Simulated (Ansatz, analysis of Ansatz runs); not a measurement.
## Does the charge change how O moves in SnO2 (P4_2/mnm)?

Aim: compare the barrier of one jump in SnO2 (P4_2/mnm) across charge states. The case: V_O hop (2.9 Å), in a cell of 72 host atoms with 1 O taken out.

Main program and level: analysis of Ansatz runs 0.2.0; migration barriers of one hop by charge state from climbing-image bands, PBEsol; no image-charge correction, which largely cancels along a path.

### 1. The structure

The cell holds 71 atoms: 24 Sn and 47 O. Its edges and angles: a = 9.537 Å, b = 9.537 Å, c = 9.637 Å, α = 90.0°, β = 90.0°, γ = 90.0°. It derives from SnO2 (space group P4_2/mnm). Nearest the centre at fractional (0.375, 0.472, 0.417): O12 at 1.46 Å, Sn61 at 1.46 Å, O44 at 2.36 Å, Sn7 at 2.56 Å, O22 at 2.70 Å, O18 at 2.70 Å, Sn67 at 2.70 Å, O28 at 2.85 Å.

Structure file:

```xyz
71
Lattice="9.5368 0.0000 0.0000 0.0000 9.5368 0.0000 0.0000 0.0000 9.6373" Properties=species:S:1:pos:R:3 pbc="T T T"
Sn    2.3842    2.3842    1.6062
Sn    0.0000    0.0000    0.0000
O     0.9239    3.8445    1.6062
O     3.8445    0.9239    1.6062
O     1.4603    1.4603    0.0000
O     3.3081    3.3081    0.0000
Sn    2.3842    2.3842    4.8186
Sn    0.0000    0.0000    3.2124
O     0.9239    3.8445    4.8186
O     3.8445    0.9239    4.8186
O     1.4603    1.4603    3.2124
O     3.3081    3.3081    3.2124
Sn    2.3842    2.3842    8.0311
Sn    0.0000    0.0000    6.4249
O     0.9239    3.8445    8.0311
O     3.8445    0.9239    8.0311
O     1.4603    1.4603    6.4249
O     3.3081    3.3081    6.4249
Sn    2.3842    7.1526    1.6062
Sn    0.0000    4.7684    0.0000
O     0.9239    8.6129    1.6062
O     3.8445    5.6923    1.6062
O     1.4603    6.2287    0.0000
O     3.3081    8.0765    0.0000
Sn    2.3842    7.1526    4.8186
Sn    0.0000    4.7684    3.2124
O     0.9239    8.6129    4.8186
O     1.4603    6.2287    3.2124
O     3.3081    8.0765    3.2124
Sn    2.3842    7.1526    8.0311
Sn    0.0000    4.7684    6.4249
O     0.9239    8.6129    8.0311
O     3.8445    5.6923    8.0311
O     1.4603    6.2287    6.4249
O     3.3081    8.0765    6.4249
Sn    7.1526    2.3842    1.6062
Sn    4.7684    0.0000    0.0000
O     5.6923    3.8445    1.6062
O     8.6129    0.9239    1.6062
O     6.2287    1.4603    0.0000
O     8.0765    3.3081    0.0000
Sn    7.1526    2.3842    4.8186
Sn    4.7684    0.0000    3.2124
O     5.6923    3.8445    4.8186
O     8.6129    0.9239    4.8186
O     6.2287    1.4603    3.2124
O     8.0765    3.3081    3.2124
Sn    7.1526    2.3842    8.0311
Sn    4.7684    0.0000    6.4249
O     5.6923    3.8445    8.0311
O     8.6129    0.9239    8.0311
O     6.2287    1.4603    6.4249
O     8.0765    3.3081    6.4249
Sn    7.1526    7.1526    1.6062
Sn    4.7684    4.7684    0.0000
O     5.6923    8.6129    1.6062
O     8.6129    5.6923    1.6062
O     6.2287    6.2287    0.0000
O     8.0765    8.0765    0.0000
Sn    7.1526    7.1526    4.8186
Sn    4.7684    4.7684    3.2124
O     5.6923    8.6129    4.8186
O     8.6129    5.6923    4.8186
O     6.2287    6.2287    3.2124
O     8.0765    8.0765    3.2124
Sn    7.1526    7.1526    8.0311
Sn    4.7684    4.7684    6.4249
O     5.6923    8.6129    8.0311
O     8.6129    5.6923    8.0311
O     6.2287    6.2287    6.4249
O     8.0765    8.0765    6.4249
```

The cell's shortest repeat is 9.5 Å.

### 2. The bands

Climbing-image bands with Ansatz at one point at (¼, ¼, ¼), on 4 threads of Arm Neoverse V1, shared host:

```tsv
charge	moment (μB)	images	iterations	energies along the band (eV)	time
+2	0	5	9	0.00, 0.44, 1.04, 1.26, 0.95, 0.24, -0.01	22 min
0	0	5	7	0.00, 0.49, 1.43, 1.80, 1.28, 0.27, -0.04	19 min
```

### 3. Barriers and rates

Arrhenius rates with an assumed prefactor of 1e13 per second. Table of hop rate by temperature:

```tsv
temperature (K)	charge +2 (1/s)	charge +0 (1/s)
200	1.6e-19	3.6e-33
300	6.3e-9	5.1e-18
400	0.00125	1.9e-10
600	251	0.00714
800	1.1e5	43.7
1000	4.4e6	8171
```

### 4. Outcome

```yaml
barrier_at_charge_plus_2: 1.26 eV
barrier_at_charge_0: 1.80 eV
```

In words: The barrier is lowest at charge +2 (1.26 eV) and highest at 0 (1.80 eV). No image-charge correction is applied. The order of the top as a saddle was not checked for all atoms, so a bent path could be lower. Keep in mind: one k-point off the zone centre stands for the whole zone; spin–orbit coupling, which can matter with heavy atoms, is left out.

[Logs are printed without paths, hosts, clocks, repeated set-up lines and the standing remarks that a program may print on its own settings, such as how far it seeks lower states.]

[Hosts, paths, dates, database ids (printed as entryN), source tags and the programs' standing remarks are cut or masked in the printed files.]
